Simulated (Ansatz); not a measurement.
# An O vacancy in rocksalt MgO, 63 atoms, charge +2

How high is the barrier for this jump? The start is relaxed, a band joins it to the far end, and PBEsol and HSE06 are the levels used.

Method: density functional theory in Ansatz 0.2.0, PAW datasets, plane waves.

## Step 1: The system as built

63 atoms (31 O, 32 Mg); a = 8.429 Å, b = 8.429 Å, c = 8.429 Å, α = 90.00°, β = 90.00°, γ = 90.00°. All atoms were shaken off their sites by about 0.02 Å along each axis; atoms next to an added one may be pushed further to make room. Defect site 1: (0.250, 0.500, 0.500).

Plan of the steps: (2) PBEsol relaxation at the single k point (¼, ¼, ¼), on 1 × NVIDIA GB200 with 8 threads of Arm Neoverse-V2; (3) HSE06 single point at the single k point (¼, ¼, ¼), on 1 × NVIDIA GB200 with 8 threads of Arm Neoverse-V2; (4) PBEsol band at the single k point (¼, ¼, ¼), on 1 × NVIDIA GB200 with 8 threads of Arm Neoverse-V2; (5) HSE06 single point at the single k point (¼, ¼, ¼), on 1 × NVIDIA GB200 with 8 threads of Arm Neoverse-V2.

## Step 2: Relaxation of the positions (PBEsol)

Input file in.yaml:

```yaml
crystal:
  lattice:
    - [8.428808, 0.000000, 0.000000]
    - [0.000000, 8.428808, 0.000000]
    - [0.000000, 0.000000, 8.428808]
  atoms:
    - { symbol: O, position: [0.249800, 0.000005, 0.998987] }
    - { symbol: O, position: [0.250268, 0.001184, 0.499273] }
    - { symbol: O, position: [0.251367, 0.501552, 0.999526] }
    - { symbol: O, position: [0.755078, 0.004163, 0.001103] }
    - { symbol: O, position: [0.751095, 0.003693, 0.499845] }
    - { symbol: O, position: [0.752324, 0.500091, 0.000178] }
    - { symbol: O, position: [0.750958, 0.502587, 0.501319] }
    - { symbol: O, position: [0.997945, 0.250574, 0.997186] }
    - { symbol: O, position: [0.002457, 0.249785, 0.500473] }
    - { symbol: O, position: [0.002381, 0.752275, 0.999387] }
    - { symbol: O, position: [0.999125, 0.748489, 0.501385] }
    - { symbol: O, position: [0.500791, 0.251073, 0.000075] }
    - { symbol: O, position: [0.501732, 0.252119, 0.498130] }
    - { symbol: O, position: [0.501061, 0.753834, 0.995669] }
    - { symbol: O, position: [0.502519, 0.747954, 0.498816] }
    - { symbol: O, position: [0.000319, 0.999792, 0.252068] }
    - { symbol: O, position: [0.999883, 0.002142, 0.750717] }
    - { symbol: O, position: [0.997554, 0.495351, 0.248761] }
    - { symbol: O, position: [0.998136, 0.497931, 0.746500] }
    - { symbol: O, position: [0.498396, 0.996760, 0.249033] }
    - { symbol: O, position: [0.502044, 0.000127, 0.751837] }
    - { symbol: O, position: [0.499222, 0.496906, 0.251558] }
    - { symbol: O, position: [0.501721, 0.495416, 0.743863] }
    - { symbol: O, position: [0.248099, 0.248059, 0.247873] }
    - { symbol: O, position: [0.249628, 0.251301, 0.744841] }
    - { symbol: O, position: [0.250146, 0.753001, 0.249133] }
    - { symbol: O, position: [0.250880, 0.750875, 0.749545] }
    - { symbol: O, position: [0.752172, 0.248256, 0.248625] }
    - { symbol: O, position: [0.750507, 0.252970, 0.751008] }
    - { symbol: O, position: [0.748094, 0.748516, 0.249048] }
    - { symbol: O, position: [0.750219, 0.750767, 0.751594] }
    - { symbol: Mg, position: [0.000210, 0.001668, 0.002645] }
    - { symbol: Mg, position: [0.998789, 0.001819, 0.505980] }
    - { symbol: Mg, position: [0.004170, 0.502463, 0.999419] }
    - { symbol: Mg, position: [0.000107, 0.502358, 0.499056] }
    - { symbol: Mg, position: [0.499726, 0.997050, 0.000348] }
    - { symbol: Mg, position: [0.500508, 0.999330, 0.499741] }
    - { symbol: Mg, position: [0.499889, 0.498869, 0.997702] }
    - { symbol: Mg, position: [0.497976, 0.500179, 0.501076] }
    - { symbol: Mg, position: [0.250765, 0.248066, 0.997533] }
    - { symbol: Mg, position: [0.246525, 0.250169, 0.498178] }
    - { symbol: Mg, position: [0.251741, 0.750642, 0.998754] }
    - { symbol: Mg, position: [0.250155, 0.744726, 0.497792] }
    - { symbol: Mg, position: [0.750031, 0.248680, 0.004844] }
    - { symbol: Mg, position: [0.753251, 0.246958, 0.497025] }
    - { symbol: Mg, position: [0.754624, 0.751355, 0.002968] }
    - { symbol: Mg, position: [0.749848, 0.749585, 0.502242] }
    - { symbol: Mg, position: [0.247540, 0.003106, 0.248162] }
    - { symbol: Mg, position: [0.243755, 0.998998, 0.748426] }
    - { symbol: Mg, position: [0.250175, 0.501788, 0.248082] }
    - { symbol: Mg, position: [0.245009, 0.495181, 0.747116] }
    - { symbol: Mg, position: [0.750800, 0.999152, 0.246752] }
    - { symbol: Mg, position: [0.750140, 0.000314, 0.748633] }
    - { symbol: Mg, position: [0.749638, 0.501902, 0.252081] }
    - { symbol: Mg, position: [0.748818, 0.497710, 0.751324] }
    - { symbol: Mg, position: [0.999866, 0.249510, 0.253101] }
    - { symbol: Mg, position: [0.998212, 0.249531, 0.749624] }
    - { symbol: Mg, position: [0.001953, 0.749878, 0.249455] }
    - { symbol: Mg, position: [0.999061, 0.748705, 0.750220] }
    - { symbol: Mg, position: [0.499900, 0.250277, 0.248800] }
    - { symbol: Mg, position: [0.499532, 0.255893, 0.747764] }
    - { symbol: Mg, position: [0.499405, 0.751472, 0.249136] }
    - { symbol: Mg, position: [0.499790, 0.748805, 0.756627] }
  symmetry: { detect: false }
kpoints:
  mp_grid: { grid: [1, 1, 1], shift: [0.25, 0.25, 0.25] }
hamiltonian:
  xc: pbesol
total_charge: 2
scf:
  occupations: { method: fermi_dirac, width: 0.01 }
relax:
  f_tol: 0.03
  max_steps: 80
  escape_saddle: false
  adjacent_minimum: "off"
output:
  forces: true
  eigenvalues: true
  populations: true
  charged_corrections: { epsilon: 9.8 }
```

The run is started by

```sh
$ ansatz run in.yaml --threads 8 --pin off --max-ram 118750MiB --runs-dir r --events-out ev --progress --plain --backend cuda --devices 0, --max-vram 170GiB
```

After this run come: Single point with HSE06; Elastic band between the two sites; HSE06 on the same atoms.

What does the calculation give? Wanted: for each run, top filled to lowest empty.

As calculated:

```
                   level         time  top filled to lowest empty (eV)
      PBEsol, relaxation  3.3 s (GPU)                             2.67
                   HSE06  9.5 s (GPU)                             4.07
HSE06, at the band's top  9.8 s (GPU)                             4.70
```

```
                   quantity                             value
                 relaxation  5 recorded steps, 2.60 eV gained
              largest shift                     0.21 Å (Mg43)
barrier forwards, backwards                     2.24, 2.24 eV
                       jump                       O by 2.84 Å
            band iterations                                 5
    top less start by HSE06                           2.27 eV
```

**Reading.** The relaxation lowers the energy by 2.60 eV; the largest shift is 0.21 Å (Mg43). Part of this undoes the random shake of the start. The PBEsol barrier is 2.24 eV forwards and 2.24 eV back, about 87 times kT at 300 K, without charge corrections. The cell's size and k points aren't converged for it. The top is a first-order saddle. On the same two geometries HSE06 gives 2.27 eV. At the same k points, PBEsol gives a spacing 1.39 eV smaller than the 4.07 eV of HSE06. In a defect cell this spacing can involve defect levels, so it need not be the gap.
